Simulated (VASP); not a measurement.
# In3As (Cmmm) in VASP: single point with PBE

Aim: the single point of In3As with PBE.

Program: VASP 6.6.1. These are calculated values, not measurements. Logs are shortened: lines on timing, memory, paths and dates and some standing lists are left out, and cuts for length are marked.

## (1) The cell of the first run

It takes space group Cmmm (No. 65, orthorhombic). Conventional cell: a = 4.297 Å, b = 4.767 Å, c = 9.366 Å, α = 90.00°, β = 90.00°, γ = 90.00°. Around In (site symmetry mm2) lie 1 As at 2.63 Å and 2 In at 2.97 Å. In (site symmetry mmm) has 12 In at 2.97 to 3.21 Å as nearest neighbours. As (site symmetry mmm) is surrounded by 2 In at 2.63 Å.

The cell was built by a generator and needn't be a form met in nature.

## (2) Single point, PBE (random cell by space group and Wyckoff sites (Cmmm, No. 65))

Contents of INCAR:

```
SYSTEM = In3As
ALGO = Normal
EDIFF = 1E-6
ENCUT = 520
GGA = PE
ISIF = 2
ISMEAR = 0
LASPH = .True.
LCHARG = .True.
LELF = .True.
LREAL = .False.
LVHAR = .True.
LWAVE = .False.
NBANDS = 30
NELM = 100
PREC = Accurate
SIGMA = 0.1
```

Contents of KPOINTS:

```
k-points
0
Gamma
  6 6 2
  0 0 0
```

Contents of POSCAR:

```
In3As
1.0
    2.1486551200     -2.3834170900      0.0000000000
    2.1486551200      2.3834170900      0.0000000000
    0.0000000000      0.0000000000      9.3659106400
In As
3 1
Direct
    0.5000000000      0.5000000000      0.2195076800
    0.5000000000      0.5000000000      0.7804923200
    0.0000000000      0.0000000000      0.0000000000
    0.5000000000      0.5000000000      0.5000000000
```

Potentials or basis: VASP PAW PBE potentials, release 64 (In_d, As).

On the command line:

```
$ cat potpaw_PBE.64/In_d/POTCAR potpaw_PBE.64/As/POTCAR > POTCAR
$ mpirun -np 1 vasp_std > vasp.out
```

OUTCAR:

```text
SYSTEM = In3As
   EDIFF = 1E-6
   ENCUT = 520
   GGA = PE
   ISIF = 2
   ISMEAR = 0
   LASPH = .True.
   LREAL = .False.
   NELM = 100
   PREC = Accurate

 ion  position               nearest neighbor table
   1  0.500  0.500  0.220-   4 2.63   3 2.97   3 2.97   3 3.15   3 3.15
   2  0.500  0.500  0.780-   4 2.63   3 2.97   3 2.97   3 3.15   3 3.15
   3  0.000  0.000  0.000-   1 2.97   2 2.97   1 2.97   2 2.97   1 3.15   2 3.15   1 3.15   2 3.15

   4  0.500  0.500  0.500-   1 2.63   2 2.63

  LATTYP: Found a base centered orthorhombic cell.
 ALAT       =     4.2973102400
 B/A-ratio  =     1.1092599589
 C/A-ratio  =     2.1794820753

  Lattice vectors:

 A1 = (   2.1486551200,  -2.3834170900,   0.0000000000)
 A2 = (   2.1486551200,   2.3834170900,   0.0000000000)
 A3 = (   0.0000000000,   0.0000000000,   9.3659106400)

Analysis of symmetry for initial positions (statically):
=====================================================================
 Subroutine PRICEL returns:
 Original cell was already a primitive cell.

 Routine SETGRP: Setting up the symmetry group for a
 base centered orthorhombic supercell.

 Subroutine GETGRP returns: Found  8 space group operations
 (whereof  8 operations were pure point group operations)
 out of a pool of  8 trial point group operations.

The static configuration has the point symmetry D_2h.

Analysis of symmetry for dynamics (positions and initial velocities):
=====================================================================
 Subroutine PRICEL returns:
 Original cell was already a primitive cell.

 Routine SETGRP: Setting up the symmetry group for a
 base centered orthorhombic supercell.

 Subroutine GETGRP returns: Found  8 space group operations
 (whereof  8 operations were pure point group operations)
 out of a pool of  8 trial point group operations.

The dynamic configuration has the point symmetry D_2h.

 Subroutine INISYM returns: Found  8 space group operations
 (whereof  8 operations are pure point group operations),
 and found     1 'primitive' translations

----------------------------------------------------------------------------------------

                                     Primitive cell

  volume of cell :      95.9283

  direct lattice vectors                    reciprocal lattice vectors
     2.148655120 -2.383417090  0.000000000     0.232703702 -0.209782837  0.000000000
     2.148655120  2.383417090  0.000000000     0.232703702  0.209782837  0.000000000
     0.000000000  0.000000000  9.365910640     0.000000000  0.000000000  0.106770184

  length of vectors
     3.208955570  3.208955570  9.365910640     0.313304727  0.313304727  0.106770184

  position of ions in fractional coordinates (direct lattice)
     0.500000000  0.500000000  0.219507680
     0.500000000  0.500000000  0.780492320
     0.000000000  0.000000000  0.000000000
     0.500000000  0.500000000  0.500000000

  ion indices of the primitive-cell ions
   primitive index   ion index
                 1           1
                 2           2
                 3           3
                 4           4

----------------------------------------------------------------------------------------

 KPOINTS: k-points

Automatic generation of k-mesh.
 Grid dimensions read from file:
 generate k-points for:    6    6    2

 Generating k-lattice:

  Cartesian coordinates                     Fractional coordinates (reciprocal lattice)
     0.038783950 -0.034963806  0.000000000     0.166666667  0.000000000  0.000000000
     0.038783950  0.034963806  0.000000000     0.000000000  0.166666667  0.000000000
     0.000000000  0.000000000  0.053385092     0.000000000  0.000000000  0.500000000

  Length of vectors
     0.052217454  0.052217454  0.053385092

  Shift w.r.t. Gamma in fractional coordinates (k-lattice)
     0.000000000  0.000000000  0.000000000

 Subroutine IBZKPT returns following result:
 ===========================================

 Found     26 irreducible k-points:

 Following reciprocal coordinates:
            Coordinates               Weight
  0.000000  0.000000  0.000000      1.000000
  0.166667  0.000000  0.000000      4.000000
  0.333333  0.000000  0.000000      4.000000
  0.500000  0.000000  0.000000      2.000000
  0.166667  0.166667  0.000000      2.000000
  0.333333  0.166667  0.000000      4.000000
[... 16 lines left out ...]
  0.333333  0.333333  0.500000      2.000000
  0.500000  0.333333  0.500000      4.000000
 [... further k-points ...]
   k-points           NKPTS =     26   k-points in BZ     NKDIM =     26   number of bands    NBANDS=     30
   number of dos      NEDOS =    301   number of ions     NIONS =      4
   total plane-waves  NPLWV =  40320
   dimension x,y,z NGX =    24 NGY =   24 NGZ =   70
   dimension x,y,z NGXF=    48 NGYF=   48 NGZF=  140
   ions per type =               3   1
   NGX,Y,Z   is equivalent  to a cutoff of  12.43, 12.43, 12.43 a.u.
   NGXF,Y,Z  is equivalent  to a cutoff of  24.87, 24.87, 24.85 a.u.
 SYSTEM =  In3As
   PREC   = accura    normal or accurate (medium, high low for compatibility)
   ISTART =      0    job   : 0-new  1-cont  2-samecut
   ICHARG =      2    charge: 1-file 2-atom 10-const
   ISPIN  =      1    spin polarized calculation?
   LNONCOLLINEAR =      F non collinear calculations
   LSORBIT =      F    spin-orbit coupling
   LASPH  =      T    aspherical Exc in radial PAW
   ENCUT  =  520.0 eV  38.22 Ry    6.18 a.u.   5.97  5.97 17.41*2*pi/ulx,y,z
   NELM   =    100;   NELMIN=  2; NELMDL= -5     # of ELM steps
   EDIFF  = 0.1E-05   stopping-criterion for ELM
   LREAL  =      F    real-space projection
   EDIFFG = 0.1E-04   stopping-criterion for IOM
   NSW    =      0    number of steps for IOM
   IBRION =     -1    ionic relax: 0-MD 1-quasi-New 2-CG
   NFREE  =      0    steps in history (QN), initial steepest desc. (CG)
   ISIF   =      2    stress and relaxation
   ISYM   =      2    0-nonsym 1-usesym 2-fastsym
   POTIM  = 0.5000    time-step for ionic-motion
   TEBEG  =    0.0;   TEEND  =   0.0 temperature during run
   PSTRESS=    0.0 pullay stress
   NELECT =      44.0000    total number of electrons
   NUPDOWN=      -1.0000    fix difference up-down
   EMIN   =  10.00;   EMAX   =-10.00  energy-range for DOS
   EFERMI =   0.00;   METHOD = LEGACY
   ISMEAR =     0;   SIGMA  =   0.10  broadening in eV -4-tet -1-fermi 0-gaus
   EFERMI_NEDOS =   21; number of points for ismear=-14 and -15
   IALGO  =     38    algorithm
   IMIX   =      4    mixing-type and parameters
     AMIX     =   0.40;   BMIX     =  1.00
     AMIX_MAG =   1.60;   BMIX_MAG =  1.00
  volume/ion in A,a.u.               =      23.98       161.84
  Fermi-wavevector in a.u.,A,eV,Ry     =   1.262535  2.385845 21.687618  1.593995
  Thomas-Fermi vector in A             =   2.395938
   LORBIT       =      0    0 simple, 1 ext, 2 COOP (PROOUT), +10 PAW based schemes
   GGA     = PE    functional components
   LHFCALC =     F    Hartree Fock is set to
   AEXX    =    0.0000 exact exchange contribution
   IVDW    =     0    specifies the selected vdW correction
   LEPSILON=     F    determine dielectric tensor
   LRPA    =     F    only Hartree local field effects (RPA)
 non-spin polarized calculation
 Gauss-broadening in eV      SIGMA  =   0.10
  energy-cutoff  :      520.00
  volume of cell :       95.93
 maximum number of plane-waves:      2600
   NGX = 11   NGY = 11   NGZ = 35

 number of electron      44.0000028 magnetization

 Free energy of the ion-electron system (eV)
  ---------------------------------------------------
  ext. energy  EPLUGINS =         0.00000000
  ---------------------------------------------------
  free energy    TOTEN  =       -10.98240771 eV

  energy without entropy =      -10.96857548  energy(sigma->0) =      -10.97549159

 E-fermi :   7.5250     XC(G=0): -10.3180

 val. band max:        7.5087082074   @ k =   0.1667   0.1667   0.5000
 cond. band min:       7.5336902147   @ k =   0.5000   0.5000   0.5000
 fundamental gap:      0.0249820073
 Fermi energy:         7.5249685291

 k-point     1 :       0.0000    0.0000    0.0000
  band No.  band energies     occupation
      1      -7.8851      2.00000
      2      -7.8094      2.00000
      3      -7.6636      2.00000
      4      -7.6115      2.00000
      5      -7.4950      2.00000
      6      -7.4852      2.00000
[... 22 lines left out ...]
     29      14.4781      0.00000
     30      15.0066      0.00000

 k-point     2 :       0.1667    0.0000    0.0000
  band No.  band energies     occupation
      1      -7.8239      2.00000
      2      -7.7317      2.00000
      3      -7.6760      2.00000
      4      -7.5820      2.00000
      5      -7.4976      2.00000
      6      -7.4657      2.00000
[... 22 lines left out ...]
     29      14.9408      0.00000
     30      15.3038      0.00000

 k-point     3 :       0.3333    0.0000    0.0000
  band No.  band energies     occupation
      1      -7.7399      2.00000
      2      -7.6955      2.00000
      3      -7.5953      2.00000
      4      -7.5874      2.00000
      5      -7.5765      2.00000
      6      -7.4519      2.00000
[... 22 lines left out ...]
     29      15.2819      0.00000
     30      15.3157      0.00000

 k-point     4 :       0.5000    0.0000    0.0000
  band No.  band energies     occupation
      1      -7.7113      2.00000
      2      -7.7077      2.00000
      3      -7.6105      2.00000
      4      -7.6037      2.00000
      5      -7.5473      2.00000
      6      -7.4857      2.00000
[... 616 lines left out ...]
     29      14.3847      0.00000
     30      16.6250      0.00000

 k-point    23 :       0.3333    0.3333    0.5000
  band No.  band energies     occupation
      1      -7.7649      2.00000
      2      -7.7502      2.00000
      3      -7.7340      2.00000
      4      -7.5697      2.00000
      5      -7.4642      2.00000
      6      -7.3882      2.00000
[... 22 lines left out ...]
     29      12.3554      0.00000
     30      14.0826      0.00000

 k-point    24 :       0.5000    0.3333    0.5000
  band No.  band energies     occupation
      1      -7.8546      2.00000
      2      -7.7765      2.00000
      3      -7.7756      2.00000
      4      -7.6346      2.00000
      5      -7.4451      2.00000
      6      -7.4418      2.00000
[... 22 lines left out ...]
     29      11.9950      0.00000
     30      12.4085      0.00000

 [... further k-points ...]

------------------------ aborting loop because EDIFF is reached ----------------------------------------

  FORCE on cell =-STRESS in cart. coord.  units (eV):
  Direction    XX          YY          ZZ          XY          YZ          ZX
  --------------------------------------------------------------------------------------
  -------------------------------------------------------------------------------------
  Total        3.6191591      3.7209775      7.4912987      0.0000000      0.0000000      0.0000000
  in kB       60.4465462     62.1470984    125.1183271      0.0000000      0.0000000      0.0000000
  external PRESSURE =      82.5706572 kB  Pullay stress =       0.0000000 kB

 VOLUME and BASIS-vectors are now :
 -----------------------------------------------------------------------------
  energy-cutoff  :      520.00
  volume of cell :       95.93
      direct lattice vectors                 reciprocal lattice vectors
     2.148655120 -2.383417090  0.000000000     0.232703702 -0.209782837  0.000000000
     2.148655120  2.383417090  0.000000000     0.232703702  0.209782837  0.000000000
     0.000000000  0.000000000  9.365910640     0.000000000  0.000000000  0.106770184

 POSITION                                       TOTAL-FORCE (eV/Angst)
 -----------------------------------------------------------------------------------
      2.14866      0.00000      2.05589        -0.000000     -0.000000      0.087393
      2.14866      0.00000      7.31002         0.000000     -0.000000     -0.087393
      0.00000      0.00000      0.00000        -0.000000     -0.000000      0.000000
      2.14866      0.00000      4.68296        -0.000000      0.000000      0.000000
 -----------------------------------------------------------------------------------
    total drift:                               -0.000000     -0.000000      0.000000

  FREE ENERGIE OF THE ION-ELECTRON SYSTEM (eV)
  ---------------------------------------------------
  free  energy   TOTEN  =       -10.9824077094 eV

  energy  without entropy=      -10.9685754771  energy(sigma->0) =      -10.97549159
```

Wall time 71 s (1 thread of AMD EPYC 7R13 (Zen 3), shared host); peak memory 0.19 GiB.

What came out:

```yaml
Free_energy: -10.9824 eV
Pressure: 8.3 GPa
Largest_force: 0.087 eV/Å
Band_gap_on_the_k_mesh: none (metal or under the smearing width)
```

Forces in eV/Å, atoms in the order of the input:
```
In   0.000  0.000  0.087
In   0.000  0.000 -0.087
In   0.000  0.000  0.000
As   0.000  0.000  0.000
```

Levels at points of the mesh, in eV from the Fermi level:
```csv
k point,band 18,band 19,band 20,band 21,band 22,band 23,band 24,band 25,band 26,band 27
"(0.00, 0.00, 0.00)",-8.61,-3.83,-3.41,1.79,2.19,4.26,4.38,4.88,6.06,6.52
"(0.50, 0.00, 0.00)",-6.22,-5.45,-3.93,-3.59,-1.01,-0.27,1.26,2.87,3.45,7.40
"(0.50, 0.50, 0.00)",-3.25,-2.82,-2.66,-2.34,-1.30,-0.86,-0.75,0.39,0.65,2.52
"(0.00, 0.00, 0.50)",-7.57,-6.21,0.21,0.60,1.84,2.22,4.10,4.63,6.90,7.23
"(0.50, 0.00, 0.50)",-6.17,-4.64,-3.78,-3.76,-2.53,0.04,2.87,3.11,3.69,5.70
"(0.50, 0.50, 0.50)",-3.27,-3.15,-2.35,-2.17,-1.96,-0.98,0.01,0.02,1.21,2.03
```
